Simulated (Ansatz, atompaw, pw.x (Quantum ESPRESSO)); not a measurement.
## pw.x on bcc Au: one setting changed

Potential: PAW, atompaw 4.2.0.5, PBE; core [Xe] 4f14, reference 5d10 6s1 6p0; waves: 6s (bound): rc 3.00 bohr; 6s channel at 0.8 Ry: rc 3.00 bohr; 6p (bound, empty): rc 3.00 bohr; 6p channel at 4.3 Ry: rc 3.00 bohr; 5d (bound): rc 3.00 bohr; 5d channel at -0.2 Ry: rc 3.00 bohr; local part: bessel scheme, radius 2.25 bohr; core correction: smooth core density matched at 2.75 bohr; augmentation: sinc compensation charge, radius 2.85 bohr; PAW radius 3.00 bohr; waves and projectors: custom polynom vanderbiltortho.

The reference run (k-mesh 14³, cutoffs 40/400 Ry, Fermi–Dirac 0.01 Ry, mixing_beta 0.4, conv_thr 1e-9, no spin) gives 1.92 GPa at 18.006 Å³/atom, where all-electron LAPW gives 0.07 GPa. This run, with its own iteration cap, changes nosym to true.

```
&control
  calculation='scf', prefix='x', pseudo_dir='./', outdir='./tmp', tstress=.true., disk_io='none'
/
&system
  ibrav=0, nat=1, ntyp=1, ecutwfc=40, ecutrho=400, nbnd=13,
  occupations='smearing', smearing='fd', degauss=0.01, nosym=.true.
/
&electrons
  conv_thr=1e-09, mixing_beta=0.4, electron_maxstep=60
/
ATOMIC_SPECIES
Au 1.0 Au.UPF
CELL_PARAMETERS angstrom
  -1.65114704 1.65114704 1.65114704
  1.65114704 -1.65114704 1.65114704
  1.65114704 1.65114704 -1.65114704
ATOMIC_POSITIONS crystal
Au 0.0000 0.0000 0.0000
K_POINTS automatic
14 14 14 0 0 0
```

```bash
pw.x < Au.scf.in > Au.scf.out
```

Question: How does the run end?

Answer: It stops with "c_bands: too many bands are not converged".

```
lattice parameter (alat)  =       5.4044  a.u.
     unit-cell volume          =     121.5105 (a.u.)^3
     number of electrons       =        11.00
     number of Kohn-Sham states=           13
     kinetic-energy cutoff     =      40.0000  Ry
     charge density cutoff     =     400.0000  Ry
     scf convergence threshold =      1.0E-09
     Exchange-correlation= SLA PW PBX PBC
     number of k points=  1376  Fermi-Dirac smearing, width (Ry)=  0.0100
     iteration #  1     ecut=    40.00 Ry     beta= 0.40
     c_bands:  1 eigenvalues not converged
     c_bands:  1 eigenvalues not converged
     c_bands:  1 eigenvalues not converged
     c_bands:  1 eigenvalues not converged
     c_bands:  2 eigenvalues not converged
     c_bands:  2 eigenvalues not converged
     [... 320 repeated lines left out ...]
     total energy              =    -775.11660893 Ry
     estimated scf accuracy    <       0.04881644 Ry
     iteration #  2     ecut=    40.00 Ry     beta= 0.40
     [... 2 repeated lines left out ...]
     total energy              =    -775.12720417 Ry
     estimated scf accuracy    <       0.00292255 Ry
     iteration #  3     ecut=    40.00 Ry     beta= 0.40
     [... 1198 repeated lines left out ...]
     total energy              =    -775.13033841 Ry
     estimated scf accuracy    <       0.00009344 Ry
     iteration #  4     ecut=    40.00 Ry     beta= 0.40
     [... 15 repeated lines left out ...]
     Error in routine c_bands (1):
     too many bands are not converged
```

The run took about 3.2 min on one core of a shared host (Intel(R) Xeon(R) Platinum 8259CL CPU @ 2.50GHz, 96 threads, 755 GiB, load 42).
